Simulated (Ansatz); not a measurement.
# Bi2TeSe2 (Skippenite) (R-3m) in Ansatz: notebook

Runs on Bi2TeSe2 (Skippenite). Level: LDA. Tasks: single point, equation of state.

Everything below comes from runs of Ansatz 0.2.0. Logs are shortened: lines on timing, memory, paths and dates and some standing lists are left out, and cuts for length are marked.

## 1. The crystal as given

It takes space group R-3m (No. 166, trigonal). The conventional cell has a = 4.183 Å, b = 4.183 Å, c = 29.137 Å, α = 90.00°, β = 90.00°, γ = 120.00°. Bi (site symmetry 3m) has 3 Se at 2.93 Å and 3 Te at 3.06 Å as nearest neighbours. Around Te (site symmetry -3m) lie 6 Bi at 3.06 Å. Around Se (site symmetry 3m) lie 3 Bi at 2.93 Å.

## 2. Single point, LDA, 27.67 Å³/atom (volume scaled by 0.94)

input.yaml

```yaml
crystal:
  lattice:
    - [2.0488043464, 1.1828777409, 9.5140668165]
    - [-2.0488043464, 1.1828777409, 9.5140668165]
    - [0.0, -2.3657554818, 9.5140668165]
  atoms:
    - { symbol: Bi, position: [0.60194, 0.60194, 0.60194] }
    - { symbol: Bi, position: [0.39806, 0.39806, 0.39806] }
    - { symbol: Te, position: [0.0, 0.0, 0.0] }
    - { symbol: Se, position: [0.7884, 0.7884, 0.7884] }
    - { symbol: Se, position: [0.2116, 0.2116, 0.2116] }
kpoints:
  mp_grid: { grid: [7, 7, 7] }
scf:
  occupations: { method: fermi_dirac, width: 0.05 }
hamiltonian:
  xc: lda
  pseudopotentials: { kind: all_electron, lapw: { basis_error: 0.002 } }
output:
  forces: true
  stress: true
  eigenvalues: true
```

Potentials or basis: all-electron LAPW, scalar-relativistic.

The run is started by

```bash
ansatz run input.yaml --threads 4 --pin off --max-ram 12288MiB --backend cpu --events-out ev --progress --plain --runs-dir out
```

What it wrote:

```text
Warning: RAYON_NUM_THREADS=4 ignored (pool sized by the plan → 4); use --threads N
LAPW: plane waves up to 7.310 Å⁻¹, error target 2.0e-3 eV per atom; small_component_spin mean_spin; Se in spheres of 1.356 Å, 24 of its electrons in bands, Dirac shells []; Te in spheres of 1.486 Å, 24 of its electrons in bands, Dirac shells []; Bi in spheres of 1.516 Å, 37 of its electrons in bands, Dirac shells [] (how accurate: hamiltonian.pseudopotentials.lapw.basis_error, Limitations)
Engine: ansatz 0.2.0, x86_64-unknown-linux-gnu
Pseudopotentials: kind: all_electron
Pseudopotential: Bi, LAPW, valence charge 37, lapw/all_electron/scalar/gaussian/Bi, Koelling and Harmon's equation, gaussian nucleus
Pseudopotential: Te, LAPW, valence charge 24, lapw/all_electron/scalar/gaussian/Te, Koelling and Harmon's equation, gaussian nucleus
Pseudopotential: Se, LAPW, valence charge 24, lapw/all_electron/scalar/gaussian/Se, Koelling and Harmon's equation, gaussian nucleus
Functional definition: SPW92
  exchange = slater_x
  correlation = pw_c
Crystal: 5 atoms, lattice volume = 138.343 Å³
Basis set: ecut = 203.5987971996893 eV, 941 PW (Γ), FFT grids on a1−a3, a2−a3, a3, exchange–correlation at level 2
Bands: 88, of which v1, the nominal top of the filled ones, is band 73 counted from 1 (72 counted from 0)
Symmetry: 12 space group operations
Space group: R-3m (ITA 166), of the structure as read, at distance tolerance 5.2e-5 Å
k-points: 44 of 343
Non-local potential: Bi, projectors of the file, none
Non-local potential: Te, projectors of the file, none
Non-local potential: Se, projectors of the file, none
Initial density: superposition of atomic densities (chi_scale 0.1, normalization cell, long waves of neutral atoms (reshape's long-wave potential 2.18 eV rms, cloud 2.68 Å wide))
Initial wavefunctions: plane waves of lowest kinetic energy (no species holds an atomic orbital)
Functional: x = slater, c = lda
iter 1 solved again at ethr=2.59e-3 eV; its pass at ethr=1.00e-1 eV (dr2=3.79e0 eV) is discarded
SCF iter   1: F=—  HF=-1487604.364200 eV  |F-HF|=—  |Δ(HF+E_count)|=         —  Δρ=2.47e-2  dr2=3.79e0  ethr=2.59e-3  ⟨swp⟩=2.0  Hψ=23876  notcnv=0
preconditioner: auto → Resta (q_TF=auto, 2.753 Å⁻¹)  ε∞=2.4  [insulator: Δε(μ)=0.849 eV  Ē_g=18.747 eV  σ=0.050 eV  W_gap=1.00  n_scr=44 (ndim 8)  ℏωp=21.9 eV  f_vac=0.117  D(μ)=0.00/eV (n_scr^D=0)  ε∞_Penn≈2.4]
SCF iter   2: F=—  HF=-1487604.093834 eV  |F-HF|=—  |Δ(HF+E_count)|=   2.70e-1  Δρ=1.60e-2  dr2=3.50e0  ethr=2.59e-3  ⟨swp⟩=3.0  Hψ=12097  notcnv=0
preconditioner: auto → Kerker (q_TF=auto, 2.753 Å⁻¹)  [metal: Δε(μ)=0.261 eV  Ē_g=11.860 eV  σ=0.050 eV  W_gap=0.50  n_scr=44 (ndim 8)  ℏωp=16.7 eV  f_vac=0.125  D(μ)=0.07/eV (n_scr^D=0)]
iter 3 solved again at ethr=1.59e-4 eV; its pass at ethr=2.40e-3 eV (dr2=2.32e-1 eV) is discarded
SCF iter   3: F=—  HF=-1487603.725684 eV  |F-HF|=—  |Δ(HF+E_count)|=   3.68e-1  Δρ=9.59e-3  dr2=2.32e-1  ethr=1.59e-4  ⟨swp⟩=2.0  Hψ=18764  notcnv=0
SCF iter   4: F=—  HF=-1487603.687202 eV  |F-HF|=—  |Δ(HF+E_count)|=         —  Δρ=3.35e-3  dr2=1.29e-1  ethr=1.59e-4  ⟨swp⟩=2.0  Hψ=10966  notcnv=0
the basis was enlarged: its passes take 133.8 KiB over the memory plan, 4 of 4 planned eigensolver slots
SCF iter   5: F=—  HF=-1487603.672827 eV  |F-HF|=—  |Δ(HF+E_count)|=   1.44e-2  Δρ=1.16e-3  dr2=4.25e-3  ethr=8.84e-5  ⟨swp⟩=2.0  Hψ=11184  notcnv=0
preconditioner: auto → Resta (q_TF=auto, 2.753 Å⁻¹)  ε∞=2.3  [insulator: Δε(μ)=0.364 eV  Ē_g=18.997 eV  σ=0.050 eV  W_gap=0.95  n_scr=44 (ndim 8)  ℏωp=21.9 eV  f_vac=0.134  D(μ)=0.01/eV (n_scr^D=0)  ε∞_Penn≈2.3]
SCF iter   6: F=—  HF=-1487603.671368 eV  |F-HF|=—  |Δ(HF+E_count)|=   1.46e-3  Δρ=7.11e-4  dr2=4.87e-3  ethr=2.91e-6  ⟨swp⟩=2.0  Hψ=11355  notcnv=0
SCF iter   7: F=—  HF=-1487603.670747 eV  |F-HF|=—  |Δ(HF+E_count)|=   6.22e-4  Δρ=2.41e-4  dr2=2.02e-4  ethr=2.91e-6  ⟨swp⟩=2.0  Hψ=11354  notcnv=0
SCF iter   8: F=—  HF=-1487603.670753 eV  |F-HF|=—  |Δ(HF+E_count)|=   6.80e-6  Δρ=1.03e-4  dr2=6.65e-5  ethr=1.39e-7  ⟨swp⟩=2.0  Hψ=11354  notcnv=0
SCF iter   9: F=—  HF=-1487603.670743 eV  |F-HF|=—  |Δ(HF+E_count)|=   1.07e-5  Δρ=4.53e-5  dr2=2.15e-5  ethr=4.55e-8  ⟨swp⟩=2.0  Hψ=11354  notcnv=0
SCF iter  10: F=—  HF=-1487603.670740 eV  |F-HF|=—  |Δ(HF+E_count)|=   2.44e-6  Δρ=8.79e-6  dr2=5.69e-7  ethr=1.47e-8  ⟨swp⟩=2.0  Hψ=11354  notcnv=0
SCF iter  11: F=-1487603.670740 eV  HF=-1487603.670740 eV  |F-HF|=6.98e-9  |Δ(HF+E_count)|=   1.22e-7  Δρ=2.95e-6  dr2=1.41e-8  ethr=3.89e-10  ⟨swp⟩=2.0  Hψ=11354  notcnv=0
SCF 1 converged in 11 iterations: F = -1487603.670740 eV  dr2 = 1.41e-8
SCF converged after 11 iterations
Free energy (F): -1487603.670740 eV
Harris-Foulkes:  -1487603.670740 eV  (|F-HF|=6.98e-9)
Internal energy: -1487603.670626 eV  (E = F + TS)
E sigma→0 (E₀):  -1487603.670683 eV
Entropy (-TS):   -0.000114 eV (-0.023 meV/atom)
Fermi energy:    12.885728 eV
--- Per-component energies (eV) ---
  E_band       = -9535.575644
  E_kinetic    = 1685178.160572
  E_xc         = -30241.969482
  E_electrostatic = -3142539.861716  (all electrons and nuclei)
  E_smearing   = -0.000114  (= −TS)
  E_closure    = 0.000000  (closes the sum)
  E_atoms      = -1487581.492236  (free atoms, spherical and without spin; not in F)
  Σ components = -1487603.670740   (vs F -1487603.670740, Δ=0.00e0)
  Basis errors (estimates in eV, not in F): energy 7.0e-4 per atom: plane waves 6.5e-4 (3.6e-4 summed), levels above the bands 5.9e-75, relativity 1.3e-8, radial functions 5.4e-5, core shells 5.4e-8; eigenvalues (radial functions only) 5.2e-6; not estimated: angular momenta, meshes, grids; target (lapw.basis_error) 2.0e-3; muffin-tin radii Se 1.356 Å, Te 1.486 Å, Bi 1.516 Å
--- Forces (eV/Å), atoms counted from 1 ---
  atom   1  Bi     0.00000000     0.00000000    -1.90681313
  atom   2  Bi     0.00000000    -0.00000000     1.90681313
  atom   3  Te     0.00000000     0.00000000     0.00000000
  atom   4  Se     0.00000000     0.00000000    -0.19550619
  atom   5  Se     0.00000000    -0.00000000     0.19550619
  max |Σ_I F_I| component: 2.22e-16 eV/Å
--- Stress (GPa, compression-positive) ---
        4.936960       0.000000       0.000000
        0.000000       4.936960      -0.000000
        0.000000      -0.000000       5.235596
  P = ⅓ Tr σ = 5.0365 GPa (50.365 kbar)
--- Band table (eV; the first three rows and the last of 44) ---
  k-point 0: bands = ["-193.9965", "-193.9965", "-146.3535", "-140.8316", "-140.8316", "-136.0590", "-136.0590", "-136.0561", "-136.0561", "-136.0561", "-136.0561", "-136.0556", "-136.0556", "-136.0536", "-136.0536", "-136.0536", "-136.0536", "-136.0535", "-136.0535", "-134.0409", "-134.0409", "-134.0283", "-134.0283", "-134.0283", "-134.0283", "-96.5908", "-96.5717", "-96.5717", "-78.9588", "-78.9588", "-78.9588", "-78.9588", "-78.9570", "-78.9570", "-34.7899", "-34.7898", "-34.7886", "-34.7886", "-34.7877", "-34.7877", "-34.7782", "-34.7782", "-34.7781", "-34.7781", "-24.2146", "-24.2146", "-24.2078", "-24.1866", "-24.1866", "-10.4036", "-10.4036", "-10.3958", "-10.3958", "-10.3782", "-10.3750", "-10.3701", "-10.3701", "-10.3649", "-10.3649", "-2.1214", "-1.1351", "-0.1102", "2.6127", "4.5678", "10.4976", "10.5067", "10.5968", "10.5968", "10.9616", "10.9616", "11.6185", "11.6185", "12.7039", "13.0572", "13.5917", "13.5917", "14.8755", "15.3854", "15.3854", "18.0205", "18.8044", "18.8557", "18.8557", "19.8157", "20.3553", "20.3553", "21.1060", "21.1060"]
  k-point 1: bands = ["-193.9965", "-193.9965", "-146.3535", "-140.8316", "-140.8316", "-136.0590", "-136.0590", "-136.0561", "-136.0561", "-136.0561", "-136.0561", "-136.0556", "-136.0556", "-136.0536", "-136.0536", "-136.0536", "-136.0536", "-136.0535", "-136.0535", "-134.0409", "-134.0409", "-134.0283", "-134.0283", "-134.0283", "-134.0283", "-96.5908", "-96.5717", "-96.5717", "-78.9588", "-78.9588", "-78.9588", "-78.9588", "-78.9570", "-78.9570", "-34.7899", "-34.7898", "-34.7886", "-34.7885", "-34.7877", "-34.7876", "-34.7782", "-34.7781", "-34.7781", "-34.7781", "-24.2148", "-24.2146", "-24.2074", "-24.1866", "-24.1861", "-10.4089", "-10.4000", "-10.3999", "-10.3921", "-10.3760", "-10.3733", "-10.3699", "-10.3687", "-10.3663", "-10.3632", "-1.9076", "-0.9682", "0.0355", "2.5421", "4.2781", "9.1774", "9.5132", "9.9895", "10.0541", "10.9501", "11.4089", "11.4711", "11.5245", "12.0686", "14.0585", "14.2213", "14.4130", "14.8781", "15.4328", "16.0017", "17.2236", "18.1596", "19.1663", "19.7101", "20.3230", "20.7198", "20.7222", "21.1897", "21.8335"]
  k-point 2: bands = ["-193.9965", "-193.9965", "-146.3535", "-140.8316", "-140.8316", "-136.0590", "-136.0590", "-136.0561", "-136.0561", "-136.0561", "-136.0561", "-136.0556", "-136.0556", "-136.0536", "-136.0536", "-136.0536", "-136.0536", "-136.0535", "-136.0535", "-134.0409", "-134.0409", "-134.0283", "-134.0283", "-134.0283", "-134.0283", "-96.5908", "-96.5717", "-96.5717", "-78.9589", "-78.9589", "-78.9588", "-78.9588", "-78.9570", "-78.9570", "-34.7899", "-34.7897", "-34.7886", "-34.7885", "-34.7878", "-34.7876", "-34.7782", "-34.7781", "-34.7781", "-34.7780", "-24.2153", "-24.2146", "-24.2067", "-24.1866", "-24.1847", "-10.4219", "-10.4110", "-10.3953", "-10.3860", "-10.3798", "-10.3730", "-10.3651", "-10.3615", "-10.3592", "-10.3574", "-1.2844", "-0.5230", "0.4023", "2.1799", "3.4671", "7.6562", "8.9258", "8.9697", "9.2895", "10.2223", "10.3219", "11.5044", "11.5599", "12.1707", "13.8971", "14.3446", "14.5928", "16.0206", "16.2204", "16.2754", "17.5834", "18.8668", "19.3269", "20.2460", "20.8176", "21.1671", "21.6673", "21.9413", "22.4977"]
  k-point 43: bands = ["-193.9965", "-193.9965", "-146.3535", "-140.8316", "-140.8316", "-136.0590", "-136.0590", "-136.0561", "-136.0561", "-136.0561", "-136.0561", "-136.0556", "-136.0556", "-136.0536", "-136.0536", "-136.0536", "-136.0536", "-136.0535", "-136.0535", "-134.0409", "-134.0409", "-134.0283", "-134.0283", "-134.0283", "-134.0283", "-96.5908", "-96.5717", "-96.5717", "-78.9588", "-78.9588", "-78.9588", "-78.9588", "-78.9570", "-78.9570", "-34.7899", "-34.7897", "-34.7886", "-34.7885", "-34.7877", "-34.7876", "-34.7782", "-34.7781", "-34.7781", "-34.7781", "-24.2148", "-24.2146", "-24.2074", "-24.1866", "-24.1860", "-10.4088", "-10.4001", "-10.3999", "-10.3921", "-10.3759", "-10.3733", "-10.3699", "-10.3687", "-10.3663", "-10.3632", "-1.8046", "-1.2634", "0.4302", "2.1538", "4.4941", "9.0734", "9.7849", "10.0531", "10.1484", "10.6745", "10.7475", "11.6617", "11.7244", "12.5237", "13.4612", "13.9459", "14.5660", "15.2248", "15.6254", "16.0442", "17.4199", "18.3175", "19.1619", "19.2482", "19.7943", "20.4741", "20.8783", "21.4821", "21.6875"]
```

Run time: 34 s. Hardware: 4 threads of Intel Xeon at 2.70GHz, shared host; peak memory 0.95 GiB.

Results:

| Item | Value |
| --- | --- |
| Free energy | -1487603.6707 eV |
| Pressure | 5.0 GPa |
| Largest force | 1.907 eV/Å |
| Band gap on the k mesh | 0.35 eV, direct |

Caveat: spin-orbit coupling is left out, which as a rule narrows the gap of such compounds by several tenths of an eV; an odd mesh through Γ misses points on the zone boundary, where band edges often lie; forces of over 1 eV/Å show positions far from the minimum, so gaps and moduli don't describe the material at rest.

## 3. Single point, LDA, 28.26 Å³/atom (volume scaled by 0.96)

input.yaml: that of step 2 with these lines changed.

```diff
@@ -2,5 +2,5 @@
   lattice:
-    - [2.0488043464, 1.1828777409, 9.5140668165]
-    - [-2.0488043464, 1.1828777409, 9.5140668165]
-    - [0.0, -2.3657554818, 9.5140668165]
+    - [2.0632330214, 1.1912081403, 9.5810694946]
+    - [-2.0632330214, 1.1912081403, 9.5810694946]
+    - [0.0, -2.3824162806, 9.5810694946]
   atoms:
```

Potentials or basis: all-electron LAPW, scalar-relativistic.

The run is started by

```bash
ansatz run input.yaml --threads 4 --pin off --max-ram 12288MiB --backend cpu --events-out ev --progress --plain --runs-dir out
```

Run time: 33 s. Hardware: 4 threads of Intel Xeon at 2.70GHz, shared host; peak memory 0.95 GiB.

The run converged. Its results:

- Free energy: -1487603.7472 eV
- Pressure: 3.3 GPa
- Largest force: 1.863 eV/Å
- Band gap on the k mesh: 0.37 eV, direct

Caveat: spin-orbit coupling is left out, which as a rule narrows the gap of such compounds by several tenths of an eV; an odd mesh through Γ misses points on the zone boundary, where band edges often lie; forces of over 1 eV/Å show positions far from the minimum, so gaps and moduli don't describe the material at rest.

## 4. Single point, LDA, 28.85 Å³/atom (volume scaled by 0.98)

input.yaml: that of step 3 with these lines changed.

```diff
@@ -2,5 +2,5 @@
   lattice:
-    - [2.0632330214, 1.1912081403, 9.5810694946]
-    - [-2.0632330214, 1.1912081403, 9.5810694946]
-    - [0.0, -2.3824162806, 9.5810694946]
+    - [2.0774626643, 1.1994236285, 9.647147924]
+    - [-2.0774626643, 1.1994236285, 9.647147924]
+    - [0.0, -2.3988472569, 9.647147924]
   atoms:
```

The run is started by

```bash
ansatz run input.yaml --threads 4 --pin off --max-ram 12288MiB --backend cpu --events-out ev --progress --plain --runs-dir out
```

Wall time 33 s (4 threads of Intel Xeon at 2.70GHz, shared host); peak memory 0.95 GiB.

Results (log left out):

| Quantity | Value |
| --- | --- |
| Free energy | -1487603.7942 eV |
| Pressure | 1.8 GPa |
| Largest force | 1.821 eV/Å |
| Band gap on the k mesh | 0.38 eV, direct |

Caveat: spin-orbit coupling is left out, which as a rule narrows the gap of such compounds by several tenths of an eV; an odd mesh through Γ misses points on the zone boundary, where band edges often lie; forces of over 1 eV/Å show positions far from the minimum, so gaps and moduli don't describe the material at rest.

## 5. Single point, LDA, 29.43 Å³/atom

input.yaml: that of step 4 with these lines changed.

```diff
@@ -2,5 +2,5 @@
   lattice:
-    - [2.0774626643, 1.1994236285, 9.647147924]
-    - [-2.0774626643, 1.1994236285, 9.647147924]
-    - [0.0, -2.3988472569, 9.647147924]
+    - [2.0915, 1.207528088, 9.7123333333]
+    - [-2.0915, 1.207528088, 9.7123333333]
+    - [0.0, -2.415056176, 9.7123333333]
   atoms:
```

The run is started by

```bash
ansatz run input.yaml --threads 4 --pin off --max-ram 12288MiB --backend cpu --events-out ev --progress --plain --runs-dir out
```

It took 33 s on 4 threads of Intel Xeon at 2.70GHz, shared host; peak memory 0.95 GiB.

The run converged. Its results:

```
Free energy            : -1487603.8146 eV
Pressure               : 0.4 GPa
Largest force          : 1.782 eV/Å
Band gap on the k mesh : 0.39 eV, direct
```

Caveat: spin-orbit coupling is left out, which as a rule narrows the gap of such compounds by several tenths of an eV; an odd mesh through Γ misses points on the zone boundary, where band edges often lie; forces of over 1 eV/Å show positions far from the minimum, so gaps and moduli don't describe the material at rest.

## 6. Single point, LDA, 30.02 Å³/atom (volume scaled by 1.02)

input.yaml: that of step 5 with these lines changed.

```diff
@@ -2,5 +2,5 @@
   lattice:
-    - [2.0915, 1.207528088, 9.7123333333]
-    - [-2.0915, 1.207528088, 9.7123333333]
-    - [0.0, -2.415056176, 9.7123333333]
+    - [2.105351397, 1.2155251958, 9.7766552961]
+    - [-2.105351397, 1.2155251958, 9.7766552961]
+    - [0.0, -2.4310503916, 9.7766552961]
   atoms:
```

Potentials or basis: all-electron LAPW, scalar-relativistic.

The run is started by

```bash
ansatz run input.yaml --threads 4 --pin off --max-ram 12288MiB --backend cpu --events-out ev --progress --plain --runs-dir out
```

It took 31 s on 4 threads of Intel Xeon at 2.70GHz, shared host; peak memory 0.94 GiB.

Results (log left out):

| Property | Result |
| --- | --- |
| Free energy | -1487603.8113 eV |
| Pressure | -0.8 GPa |
| Largest force | 1.744 eV/Å |
| Band gap on the k mesh | 0.40 eV, direct |

Caveat: spin-orbit coupling is left out, which as a rule narrows the gap of such compounds by several tenths of an eV; an odd mesh through Γ misses points on the zone boundary, where band edges often lie; forces of over 1 eV/Å show positions far from the minimum, so gaps and moduli don't describe the material at rest.

## 7. Single point, LDA, 30.61 Å³/atom (volume scaled by 1.04)

input.yaml: that of step 6 with these lines changed.

```diff
@@ -2,5 +2,5 @@
   lattice:
-    - [2.105351397, 1.2155251958, 9.7766552961]
-    - [-2.105351397, 1.2155251958, 9.7766552961]
-    - [0.0, -2.4310503916, 9.7766552961]
+    - [2.1190228931, 1.2234184377, 9.8401418497]
+    - [-2.1190228931, 1.2234184377, 9.8401418497]
+    - [0.0, -2.4468368755, 9.8401418497]
   atoms:
```

The run is started by

```bash
ansatz run input.yaml --threads 4 --pin off --max-ram 12288MiB --backend cpu --events-out ev --progress --plain --runs-dir out
```

Run time: 30 s. Hardware: 4 threads of Intel Xeon at 2.70GHz, shared host; peak memory 0.94 GiB.

The run converged. Its results:

| Quantity | Value |
| --- | --- |
| Free energy | -1487603.7868 eV |
| Pressure | -1.9 GPa |
| Largest force | 1.708 eV/Å |
| Band gap on the k mesh | 0.41 eV, direct |

Caveat: spin-orbit coupling is left out, which as a rule narrows the gap of such compounds by several tenths of an eV; an odd mesh through Γ misses points on the zone boundary, where band edges often lie; forces of over 1 eV/Å show positions far from the minimum, so gaps and moduli don't describe the material at rest.

## 8. Single point, LDA, 31.20 Å³/atom (volume scaled by 1.06)

input.yaml: that of step 7 with these lines changed.

```diff
@@ -2,5 +2,5 @@
   lattice:
-    - [2.1190228931, 1.2234184377, 9.8401418497]
-    - [-2.1190228931, 1.2234184377, 9.8401418497]
-    - [0.0, -2.4468368755, 9.8401418497]
+    - [2.1325202181, 1.231211122, 9.9028196023]
+    - [-2.1325202181, 1.231211122, 9.9028196023]
+    - [0.0, -2.4624222439, 9.9028196023]
   atoms:
```

The run is started by

```bash
ansatz run input.yaml --threads 4 --pin off --max-ram 12288MiB --backend cpu --events-out ev --progress --plain --runs-dir out
```

Run time: 28 s. Hardware: 4 threads of Intel Xeon at 2.70GHz, shared host; peak memory 0.94 GiB.

The run converged. Its results:

```yaml
Free_energy: -1487603.7432 eV
Pressure: -2.8 GPa
Largest_force: 1.674 eV/Å
Band_gap_on_the_k_mesh: 0.42 eV, direct
```

Caveat: spin-orbit coupling is left out, which as a rule narrows the gap of such compounds by several tenths of an eV; an odd mesh through Γ misses points on the zone boundary, where band edges often lie; forces of over 1 eV/Å show positions far from the minimum, so gaps and moduli don't describe the material at rest.

## 9. Equation of state, LDA

Potentials or basis: all-electron LAPW, scalar-relativistic.

This step only gathers the single runs of the series.

Results:

```
Equilibrium volume                        : 29.64 Å³/atom
Bulk modulus at fixed shape and positions : 62 GPa
Pressure derivative of the bulk modulus   : 4.5
```

Energy against volume, from the lowest point:
```csv
volume (Å³/atom),energy (meV/atom)
27.669,28.77
28.257,13.47
28.846,4.09
29.435,0.00
30.023,0.66
30.612,5.57
31.201,14.29
```

Caveat: the cell was scaled at fixed shape and fractional positions, which overstates the stiffness of a crystal with free parameters, most of all of layers and chains; spin-orbit coupling is left out, which moves the levels of the heavy elements.
